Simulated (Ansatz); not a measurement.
Runs of Ansatz 0.2.0 on Ir. The structure is hexagonal, space group P6_3/mmc (No. 194). The conventional cell has a = 2.751 Å, b = 2.751 Å, c = 4.462 Å, α = 90.00°, β = 90.00°, γ = 120.00°. Around Ir (site symmetry -6m2) lie 12 Ir at 2.74 to 2.75 Å. This isn't the form of Ir at room conditions, which is fcc.

```csv
task,level,spin,cell,k mesh,points for each segment of the path,gap on the mesh (eV),pressure (GPa),relaxed volume (Å³/atom)
relaxation of cell and atoms,PBE,off,relaxed,11 × 11 × 6,-,none,0.0,14.57
relaxation of cell and atoms,LDA,off,relaxed,11 × 11 × 6,-,none,0.0,13.91
band structure,PBE,"SOC, no magnetisation",as given,8 × 8 × 5,14,none,0.0,-
relaxation of cell and atoms,BLYP+D3(BJ),off,relaxed,11 × 11 × 6,-,none,0.0,(b)
band structure,PBE,off,as given,11 × 11 × 6,14,none,-1.3,-
relaxation of cell and atoms,revPBE+D3(BJ),off,relaxed,11 × 11 × 6,-,none,0.0,(a)
band structure,LDA,"SOC, no magnetisation",as given,8 × 8 × 5,14,none,-16.4,-
band structure,LDA,off,as given,11 × 11 × 6,14,none,-17.8,-
```

Alike in all rows: potentials or basis Ansatz PAW; cutoff (eV) 420; smearing fermi-dirac 0.05 eV.

Task: Estimate the missing entries.

Result: (a) 14.06; (b) 14.46.

Caveats: the PAW data sets come from PBE, with cores solved anew for the run's functional, which leaves a small shift of forces and pressure (some runs); the plane-wave basis is chosen anew once the cell has moved, so the energies of steps on either side of that aren't comparable (some runs); pairwise dispersion overbinds metals, which lowers pressure and volume (some runs); spin-orbit coupling is left out, which moves the levels of the heavy elements (some runs); so large a pressure means that the cell lies far from this level's equilibrium, or that cutoff or potentials fall short (some runs).

A k mesh can miss the band edges, and rows without SOC leave out spin-orbit coupling on Ir.

A gap of «none» marks a metal or a gap under the smearing width.
